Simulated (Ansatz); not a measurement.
MgB2:

```
Mg B
1.0
     3.08500    0.00000    0.00000
    -1.54250    2.67169    0.00000
     0.00000    0.00000    3.52300
Mg B
1 2
Cartesian
  0.0000 0.0000 0.0000
  1.5425 0.8906 1.7615
  0.0000 1.7811 1.7615
```

| Property | Result |
| --- | --- |
| Program | Ansatz 0.2.0 |
| Task | relaxation of cell and atoms |
| Functional | PBE0 |
| Potentials or basis | Ansatz PAW |
| Cutoff | 420 eV (not typed: the program's choice for these potentials) |
| k mesh | 6 × 6 × 4 |
| Occupations | fermi-dirac, width 0.05 eV |
| Spin | no spin polarisation |

At the start: volume 9.68 Å³/atom.

Question: How do energy, volume and symmetry change on relaxing?

Answer: It ends after 5 steps and the volume is 9.43 Å³/atom (-2.6 %); space group P6/mmm (No. 191, to 0.05 Å).

Step by step:
| step | energy change (eV) | largest force (eV/Å) | volume (Å³) |
| --- | --- | --- | --- |
| 1 | 0.0000 | 0.0000 | 29.04 |
| 2 | -0.0224 | 0.0000 | 28.43 |
| 3 | -0.0229 | 0.0000 | 28.35 |
| 4 | -0.0230 | 0.0000 | 28.29 |
| 5 | -0.0225 | 0.0000 | 28.29 |

Final structure:
```yaml
crystal:
  lattice:
    - [3.08806, 0.00000, 0.00000]
    - [-1.54403, 2.67434, 0.00000]
    - [0.00000, 0.00000, 3.42612]
  atoms:
    - { symbol: Mg, position: [0.00000, 0.00000, 0.00000] }
    - { symbol: B, position: [0.66667, 0.33333, 0.50000] }
    - { symbol: B, position: [0.33333, 0.66667, 0.50000] }
```

Caveat: the k mesh is coarse (spacing up to 0.45 Å⁻¹), so the values aren't converged, least of all with exact exchange; the plane-wave basis is chosen anew once the cell has moved, so the energies of steps on either side of that aren't comparable; the PAW data sets come from PBE, with cores solved anew for the run's functional, which leaves a small shift of forces and pressure.
